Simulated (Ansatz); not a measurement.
Input and command of a plane-wave DFT calculation in Ansatz:

```yaml
crystal:
  lattice:
    - [2.873897382, 0.0, 0.0]
    - [0.0, 2.873897382, 0.0]
    - [0.0, 0.0, 2.873897382]
  atoms:
    - { symbol: Al, position: [0.5, 0.5, 0.5] }
    - { symbol: Fe, position: [0.0, 0.0, 0.0], spin: 0.82 }
basis:
  ecutwfc: 420
kpoints:
  mp_grid: { grid: [20, 20, 20] }
hamiltonian:
  xc: pbe
scf:
  occupations: { method: gaussian, width: 0.1 }
output:
  forces: true
  stress: true
  eigenvalues: true
  populations: true
magnetization:
  spin_polarized: true
relax:
  adjacent_minimum: "off"
  f_tol: 0.01
  max_steps: 80
  cell: { stress_tol: 0.05 }
```

```bash
ansatz run input.yaml --threads 1 --pin off --max-ram 2560MiB --backend cpu --events-out ev --progress --plain --runs-dir out
```

Processor: Arm Neoverse V2, 1 thread, on a host shared with other jobs.

How long does it run, and how much memory does it take?

About 51 s on 1 thread of Arm Neoverse V2, with other jobs on the host, peak memory 0.45 GiB. It solves 14 bands at 286 k points (the mesh reduced by the symmetry that the task leaves, which can be less than the crystal's) with about 461 plane waves (on the last cell), in 33 SCF iterations over 4 ionic steps.
